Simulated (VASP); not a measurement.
VASP 6.6.1, r²SCAN single-point calculation, CaO (strained rocksalt)

INCAR

```
PREC = Accurate
ISIF = 2
LCHARG = .FALSE.
IBRION = -1
ENCUT = 520
SIGMA = 0.01
LASPH = .TRUE.
ALGO = Normal
NSW = 0
METAGGA = R2SCAN
NELM = 120
NBANDS = 15
LREAL = .FALSE.
LWAVE = .FALSE.
EDIFF = 1E-7
ISMEAR = 0
```

KPOINTS

```
KPOINTS created by Atomic Simulation Environment
0
Gamma
10 10 10
0 0 0
```

KPOINTS_OPT

```
special points
7
Reciprocal
0.0000000000 0.0000000000 0.0000000000 1
0.5000000000 0.0000000000 0.5000000000 1
0.6250000000 0.2500000000 0.6250000000 1
0.3750000000 0.3750000000 0.7500000000 1
0.5000000000 0.5000000000 0.5000000000 1
0.5000000000 0.2500000000 0.7500000000 1
0.0000000000 0.5000000000 0.5000000000 1
```

POSCAR

```
Ca O
 1.0000000000000000
     0.0000000000000000    2.2544163686999998    2.3975501103000001
     2.2544163686999998    0.0000000000000000    2.3975501103000001
     2.2544163686999998    2.2544163686999998    0.0000000000000000
 Ca  O
   1   1
Cartesian
  0.0000000000000000  0.0000000000000000  0.0000000000000000
  2.2544163686999998  2.2544163686999998  2.3975501103000005
```

VASP ran with the recommended PBE PAW datasets (16 valence electrons in the cell).

Command

```
mpirun -np 1 vasp_std
```

OSZICAR

```
N       E                     dE             d eps       ncg     rms          rms(c)
DAV:   1     0.116300149168E+03    0.11630E+03   -0.86191E+03  3060   0.114E+03
DAV:   2    -0.200574485876E+02   -0.13636E+03   -0.12723E+03  3774   0.305E+02
DAV:   3    -0.250251764744E+02   -0.49677E+01   -0.49308E+01  3875   0.601E+01
DAV:   4    -0.251551647619E+02   -0.12999E+00   -0.12991E+00  3731   0.896E+00
DAV:   5    -0.251583359895E+02   -0.31712E-02   -0.31712E-02  3689   0.121E+00    0.783E+00
DAV:   6    -0.190944315961E+02    0.60639E+01   -0.34035E+00  4019   0.237E+01    0.254E+00
DAV:   7    -0.191963963697E+02   -0.10196E+00   -0.52349E-01  3207   0.550E+00    0.189E+00
DAV:   8    -0.192211699490E+02   -0.24774E-01   -0.14695E-01  3457   0.475E+00    0.118E+00
DAV:   9    -0.191928728126E+02    0.28297E-01   -0.70981E-02  3468   0.306E+00    0.159E-01
DAV:  10    -0.191923383213E+02    0.53449E-03   -0.42493E-03  3509   0.675E-01    0.773E-02
DAV:  11    -0.191925140885E+02   -0.17577E-03   -0.74665E-04  3467   0.253E-01    0.601E-02
DAV:  12    -0.191924304546E+02    0.83634E-04   -0.17481E-04  3648   0.126E-01    0.501E-03
DAV:  13    -0.191924313240E+02   -0.86934E-06   -0.14664E-05  3845   0.355E-02    0.444E-03
DAV:  14    -0.191924315083E+02   -0.18435E-06   -0.18774E-07  3742   0.376E-03    0.284E-03
DAV:  15    -0.191924313472E+02    0.16109E-06   -0.40446E-07  3655   0.577E-03    0.722E-04
DAV:  16    -0.191924313433E+02    0.39347E-08   -0.24442E-08  1796   0.157E-03
   1 F= -.19192431E+02 E0= -.19192431E+02  d E =-.488643E-50
       N       E                     dE             ncg
DAV:   1     0.226988619974E+04   -0.42675E+04      210
DAV:   2     0.137766193543E+04   -0.89222E+03      238
DAV:   3     0.134819419568E+04   -0.29468E+02      252
DAV:   4     0.134733273370E+04   -0.86146E+00      291
DAV:   5     0.134732220898E+04   -0.10525E-01      238
DAV:   6     0.134732194044E+04   -0.26854E-03      283
DAV:   7     0.134732193844E+04   -0.20071E-05      251
DAV:   8     0.134732193840E+04   -0.37304E-07      198
```

From OUTCAR

```
k-points           NKPTS =    102   k-points in BZ     NKDIM =    102   number of bands    NBANDS=     15

   NELECT =      16.0000    total number of electrons

   dimension x,y,z NGX =    24 NGY =   24 NGZ =   24
   dimension x,y,z NGXF=    48 NGYF=   48 NGZF=   48

  energy-cutoff  :      520.00
  volume of cell :       24.37
      direct lattice vectors                 reciprocal lattice vectors
     0.000000000  2.254416369  2.397550110    -0.221786892  0.221786892  0.208546215
     2.254416369  0.000000000  2.397550110     0.221786892 -0.221786892  0.208546215
     2.254416369  2.254416369  0.000000000     0.221786892  0.221786892 -0.208546215

 k-points in reciprocal lattice and weights: KPOINTS created by Atomic Simulation Env
   0.00000000  0.00000000  0.00000000       0.001
   0.10000000  0.00000000  0.00000000       0.008
   0.20000000  0.00000000  0.00000000       0.008
   0.30000000 -0.00000000  0.00000000       0.008
   0.40000000  0.00000000  0.00000000       0.008
   0.50000000  0.00000000  0.00000000       0.004
   0.10000000  0.10000000  0.00000000       0.002
   0.20000000  0.10000000  0.00000000       0.008
   ...

 E-fermi :   2.9900

 k-point     1 :       0.0000    0.0000    0.0000
  band No.  band energies     occupation
      1     -35.7211      2.00000
      2     -15.5161      2.00000
      3     -15.4826      2.00000
      4     -15.4826      2.00000
      5     -13.9281      2.00000
      6       2.6584      2.00000
      7       2.8878      2.00000
      8       2.8878      2.00000
      9       9.1492      0.00000
     10       9.6547      0.00000
     11      10.1483      0.00000
     12      10.1483      0.00000
     13      11.7780      0.00000
     14      12.1237      0.00000
     15      19.4802      0.00000

 k-point     2 :       0.1000    0.0000    0.0000
  band No.  band energies     occupation
      1     -35.7038      2.00000
      2     -15.8428      2.00000
      3     -15.5201      2.00000
      4     -15.4841      2.00000
      5     -13.5748      2.00000
      6       2.3847      2.00000
      7       2.6172      2.00000
      8       2.7010      2.00000
      9       9.5982      0.00000
     10       9.8071      0.00000
     11      10.1940      0.00000
     12      10.3375      0.00000
     13      12.0874      0.00000
     14      12.4443      0.00000
     15      19.9903      0.00000

 k-point     3 :       0.2000    0.0000    0.0000
  band No.  band energies     occupation
      1     -35.6582      2.00000
      2     -16.4590      2.00000
      3     -15.5512      2.00000
      4     -15.4879      2.00000
      5     -12.9541      2.00000
      6       1.5898      2.00000
      7       2.1693      2.00000
      8       2.2558      2.00000
      9       9.9633      0.00000
     10      10.6742      0.00000
     11      10.7115      0.00000
     12      10.8634      0.00000
     13      12.8774      0.00000
     14      13.2667      0.00000
     15      20.8717      0.00000

 k-point     4 :       0.3000   -0.0000    0.0000
  band No.  band energies     occupation
      1     -35.6011      2.00000
      2     -17.0078      2.00000
      3     -15.5889      2.00000
      4     -15.4924      2.00000
      5     -12.3966      2.00000
      6       0.7255      2.00000
      7       1.7234      2.00000
      8       1.7718      2.00000
      9      10.2953      0.00000
     10      11.5144      0.00000
     11      11.5956      0.00000
     12      11.9377      0.00000
     13      13.8124      0.00000
     14      14.2895      0.00000
     15      20.7412      0.00000

 k-point     5 :       0.4000    0.0000    0.0000
  band No.  band energies     occupation
      1     -35.5544      2.00000
      2     -17.3742      2.00000
      3     -15.6190      2.00000
      4     -15.4958      2.00000
      5     -12.0195      2.00000
      6       0.1011      2.00000
      7       1.4032      2.00000
      8       1.4200      2.00000
      9      10.8236      0.00000
     10      12.2817      0.00000
     11      12.3188      0.00000
     12      12.8304      0.00000
     13      14.5033      0.00000
     14      15.1844      0.00000
     15      20.1452      0.00000

 k-point     6 :       0.5000    0.0000    0.0000
  band No.  band energies     occupation
      1     -35.5364      2.00000
      2     -17.5024      2.00000
      3     -15.6305      2.00000
      4     -15.4971      2.00000
      5     -11.8862      2.00000
      6      -0.1246      2.00000
      7       1.2882      2.00000
      8       1.2931      2.00000
      9      11.1360      0.00000
     10      12.5734      0.00000
     11      12.6781      0.00000
     12      13.0669      0.00000
     13      14.7585      0.00000
     14      15.5682      0.00000
     15      20.0000      0.00000

 k-point     7 :       0.1000    0.1000    0.0000
  band No.  band energies     occupation
      1     -35.7014      2.00000
      2     -15.7941      2.00000
      3     -15.5105      2.00000
      4     -15.5104      2.00000
      5     -13.6461      2.00000
      6       2.0589      2.00000
      7       2.8255      2.00000
      8       2.8255      2.00000
      9       9.3082      0.00000
     10       9.9598      0.00000
     11      10.5377      0.00000
     12      10.5378      0.00000
     13      12.1122      0.00000
     14      12.2180      0.00000
     15      20.1248      0.00000

 k-point     8 :       0.2000    0.1000    0.0000
  band No.  band energies     occupation
      1     -35.6681      2.00000
      2     -16.2007      2.00000
      3     -15.5443      2.00000
      4     -15.5344      2.00000
      5     -13.2500      2.00000
      6       1.5097      2.00000
      7       2.5203      2.00000
      8       2.6037      2.00000
      9       9.2049      0.00000
     10      10.8797      0.00000
     11      10.9468      0.00000
     12      11.0552      0.00000
     13      12.6167      0.00000
     14      12.7013      0.00000
     15      20.9665      0.00000

 k-point     9 :       0.3000    0.1000    0.0000
  band No.  band energies     occupation
      1     -35.6160      2.00000
      2     -16.7263      2.00000
      3     -15.5945      2.00000
      4     -15.5468      2.00000
      5     -12.7325      2.00000
      6       0.9223      2.00000
      7       1.9612      2.00000
      8       2.1671      2.00000
      9       9.5307      0.00000
     10      11.4380      0.00000
     11      11.7603      0.00000
     12      12.1103      0.00000
     13      13.4806      0.00000
     14      13.5399      0.00000
     15      21.1602      0.00000

 k-point    10 :       0.4000    0.1000    0.0000
  band No.  band energies     occupation
      1     -35.5649      2.00000
      2     -17.1556      2.00000
      3     -15.6518      2.00000
      4     -15.5429      2.00000
      5     -12.2926      2.00000
      6       0.3990      2.00000
      7       1.5093      2.00000
      8       1.7181      2.00000
      9      10.2185      0.00000
     10      11.8441      0.00000
     11      12.4118      0.00000
     12      13.2055      0.00000
     13      14.3474      0.00000
     14      14.5127      0.00000
     15      20.3052      0.00000

 k-point    11 :       0.5000    0.1000    0.0000
  band No.  band energies     occupation
      1     -35.5344      2.00000
      2     -17.3966      2.00000
      3     -15.6959      2.00000
      4     -15.5241      2.00000
      5     -12.0228      2.00000
      6       0.0740      2.00000
      7       1.3209      2.00000
      8       1.4084      2.00000
      9      10.9920      0.00000
     10      11.8844      0.00000
     11      12.6822      0.00000
     12      13.5787      0.00000
     13      15.0239      0.00000
     14      15.3334      0.00000
     15      19.8789      0.00000

 k-point    12 :      -0.4000    0.1000    0.0000
  band No.  band energies     occupation
      1     -35.5369      2.00000
      2     -17.4099      2.00000
      3     -15.7104      2.00000
      4     -15.4977      2.00000
      5     -11.9759      2.00000
      6       0.0773      2.00000
      7       1.3198      2.00000
      8       1.3986      2.00000
      9      10.9130      0.00000
     10      12.0396      0.00000
     11      12.3925      0.00000
     12      13.1179      0.00000
     13      15.2359      0.00000
     14      15.5281      0.00000
     15      19.9567      0.00000

 k-point    13 :      -0.3000    0.1000    0.0000
  band No.  band energies     occupation
      1     -35.5713      2.00000
      2     -17.1955      2.00000
      3     -15.6894      2.00000
      4     -15.4738      2.00000
      5     -12.1679      2.00000
      6       0.4458      2.00000
      7       1.4743      2.00000
      8       1.6926      2.00000
      9      10.3170      0.00000
     10      11.7004      0.00000
     11      11.7205      0.00000
     12      12.4017      0.00000
     13      14.6347      0.00000
     14      15.0494      0.00000
     15      20.4586      0.00000

 ...

  Total        4.3145141      4.3145141      1.3957500      0.0000000      0.0000000      0.0000000
  in kB      283.6459147    283.6459147     91.7597612      0.0000000      0.0000000      0.0000000
  external PRESSURE =     219.6838636 kB  Pullay stress =       0.0000000 kB

 POSITION                                       TOTAL-FORCE (eV/Angst)
 -----------------------------------------------------------------------------------
      0.00000      0.00000      0.00000         0.000000     -0.000000     -0.000000
      2.25442      2.25442      2.39755        -0.000000      0.000000      0.000000
 -----------------------------------------------------------------------------------
    total drift:                                0.000000     -0.000000     -0.000000

  FREE ENERGIE OF THE ION-ELECTRON SYSTEM (eV)
  ---------------------------------------------------
  free  energy   TOTEN  =       -19.1924313433 eV

  energy  without entropy=      -19.1924313433  energy(sigma->0) =      -19.19243134
```

* gap between bands v and c: 3.97 eV
* least direct gap: 4.31 eV
* pressure: 22.0 GPa

Band v is the last that the valence electrons fill when counted band by band, and c is the next.

The run took about 85 s on one core of a shared host (Intel Xeon Platinum 8488C) and held 0.19 GiB at most.
